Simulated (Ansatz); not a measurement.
We consider zinc-blende ZnTe, described by RPBE (plane waves, PAW; Ansatz, an electronic-structure program).

Settings: plane-wave cutoff 520 eV, 10×10×10 k mesh, Fermi–Dirac smearing 0.01 eV, scalar-relativistic PAW data made under PBE.

Results at a series of volumes:

```
V (Å³/atom)  E − E_lowest (meV/atom)  P (GPa)
-----------  -----------------------  -------
28.893                         14.67    2.706
29.508                          6.26    1.699
30.123                          1.50    0.800
30.737                          0.00   -0.002
31.352                          1.41   -0.718
31.967                          5.41   -1.357
32.582                         11.74   -1.928
```

### Question
What bulk modulus B0 and pressure derivative B′ does a third-order Birch–Murnaghan fit give?

### Answer
V0 = 30.736 Å³/atom, B0 = 37.9 GPa, B′ = 4.7 (fit to the energies at full precision).

Measured, for comparison: bulk modulus 51 ± 3 GPa (room temperature, not corrected to a static lattice; as tabulated in Determination of phase transition pressures of ZnTe under quasihydrostatic …); equilibrium volume per atom 28.42 Å³/atom (room temperature, not corrected to a static lattice; as tabulated in Albrecht et al. (1997), arXiv:cond-mat/9706128). Computed (rounded) less measured: bulk modulus -26 %, equilibrium volume per atom +8.2 %.

Spin–orbit coupling is not included.

Computed values are for the static lattice.

Computing time: very roughly 60 core-seconds.
